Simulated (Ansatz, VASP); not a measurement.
## Si2Ni: VASP beside Ansatz

```
CELL_PARAMETERS angstrom
0.00000 2.74854 2.74854
2.74854 0.00000 2.74854
2.74854 2.74854 0.00000
ATOMIC_POSITIONS crystal
Si 0.25000 0.25000 0.25000
Si 0.75000 0.75000 0.75000
Ni 0.00000 0.00000 0.00000
```

Alike in both runs: task single point; functional PBEsol; k mesh 14 × 14 × 14; occupations gaussian, width 0.1 eV; no spin polarisation.

|  | VASP | Ansatz |
| --- | --- | --- |
| version | VASP 6.6.1 | Ansatz 0.2.0 |
| potentials or method | VASP PAW PBE potentials, release 64 (Si, Ni) | scalar-relativistic, plane waves, PAW |
| plane-wave cutoff (eV) | 520 | 420 |
| valence electrons in the cell | 18 | 26 |

```csv
,VASP,Ansatz,Ansatz less VASP
gap on the k mesh at the Fermi level (eV),none,none,-
pressure (GPa),-8.1,-8.2,-0.06
```

A gap of «none» marks a metal or a gap that the smearing closes. With one functional, cell and mesh, what is left measures potentials, basis and numerics. The two sets of potentials don't hold the same shells in valence.

Caveats: the PAW data sets were made with another functional, which shifts forces and pressure a little (VASP). Spin polarisation is off, so any magnetic state and its effect on volume and gap are missing.
